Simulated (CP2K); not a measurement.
Runs of CP2K 2026.2 on Pb. The structure is hexagonal, space group P6_3/mmc (No. 194). Conventional cell: a = 3.480 Å, b = 3.480 Å, c = 5.590 Å, α = 90.00°, β = 90.00°, γ = 120.00°. Around Pb (site symmetry -6m2) lie 12 Pb at 3.44 to 3.48 Å. This isn't the form of Pb at room conditions, which is fcc.

| task | level | potentials or basis | cell | k mesh | smearing | NGRIDS | EXTRAPOLATION | basis sets | potentials | optimiser | gap on the mesh (eV) | pressure (GPa) | relaxed volume (Å³/atom) |
| --- | --- | --- | --- | --- | --- | --- | --- | --- | --- | --- | --- | --- | --- |
| relaxation of cell and atoms | LDA | GTH_POTENTIALS Pb GTH-PADE-q4; TZVP-MOLOPT-PBE-GTH basis | relaxed | 7 × 7 × 4 | fermi-dirac 0.05 eV | 4 | USE_PREV_P | Pb TZVP-MOLOPT-PBE-GTH-q4 | Pb GTH-PADE-q4 of GTH_POTENTIALS | BFGS | none | 0.0 | 28.13 |
| band structure | LDA | GTH_POTENTIALS Pb GTH-PADE-q4; TZVP-MOLOPT-PBE-GTH basis | as given | 9 × 9 × 5 | fermi-dirac 0.05 eV | 5 | - | Pb TZVP-MOLOPT-PBE-GTH-q4 | Pb GTH-PADE-q4 of GTH_POTENTIALS | - | none | -1.8 | - |
| relaxation of cell and atoms | LDA | GTH_POTENTIALS Pb GTH-PADE-q4; TZVP-MOLOPT-PBE-GTH basis | relaxed | 7 × 7 × 4 | fermi-dirac 0.01 eV | 4 | USE_PREV_P | Pb TZVP-MOLOPT-PBE-GTH-q4 | Pb GTH-PADE-q4 of GTH_POTENTIALS | BFGS | none | 0.0 | (a) |
| band structure | r2SCAN | POTENTIAL_UZH Pb GTH-SCAN-q4; TZVP-MOLOPT-SCAN-GTH basis | as given | 9 × 9 × 5 | fermi-dirac 0.0259 eV | 4 | - | Pb TZVP-MOLOPT-SCAN-GTH-q4 | Pb GTH-SCAN-q4 of POTENTIAL_UZH | - | none | 1.3 | - |
| band structure | r2SCAN | POTENTIAL_UZH Pb GTH-SCAN-q4; TZVP-MOLOPT-SCAN-GTH basis | as given | 9 × 9 × 5 | fermi-dirac 0.05 eV | 5 | - | Pb TZVP-MOLOPT-SCAN-GTH-q4 | Pb GTH-SCAN-q4 of POTENTIAL_UZH | - | none | 1.3 | - |

Alike in all rows: no spin polarisation.

**Question.** Fill in the values left out.

**Answer.** (a) 28.12.

Caveats: the basis of atomic orbitals isn't converged, which shifts pressures, moduli and gaps.

A k mesh can miss the band edges, and the runs leave out spin-orbit coupling on Pb.

A gap of «none» marks a metal or a gap under the smearing width.

Not every run made on this cell is shown here.
